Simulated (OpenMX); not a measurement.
Runs of OpenMX 3.8.5 on ZrO. It takes space group Cmmm (No. 65, orthorhombic). Conventional cell: a = 3.507 Å, b = 5.604 Å, c = 2.620 Å, α = 90.00°, β = 90.00°, γ = 90.00°. Around Zr (site symmetry mmm) lie 2 O at 1.75 Å. Around O (site symmetry mmm) lie 2 Zr at 1.75 Å. The cell was built by a generator and needn't be a form met in nature.

```csv
cell,pressure (GPa)
"Cmmm, 12.87 Å³/atom",115.8
"Cmmm, 13.97 Å³/atom",(a)
"Cmmm, 14.53 Å³/atom",57.1
"Cmmm, 15.11 Å³/atom",43.6
"Cmmm, 13.42 Å³/atom",(b)
```

Alike in all rows: task band structure; level PBE; potentials or basis OpenMX 2013 PBE set, Zr7.0-s3p2d2, O6.0-s2p2d1, grid cutoff 400 Ry; no spin polarisation; k mesh 7 × 7 × 7; smearing fermi-dirac 0.05 eV.

**Question.** Fill in the values left out.

**Answer.** (a) 73.4; (b) 92.7.

Caveats: the basis of atomic orbitals isn't converged, which shifts pressures, moduli and gaps; the cell as given lies far from equilibrium (some runs).
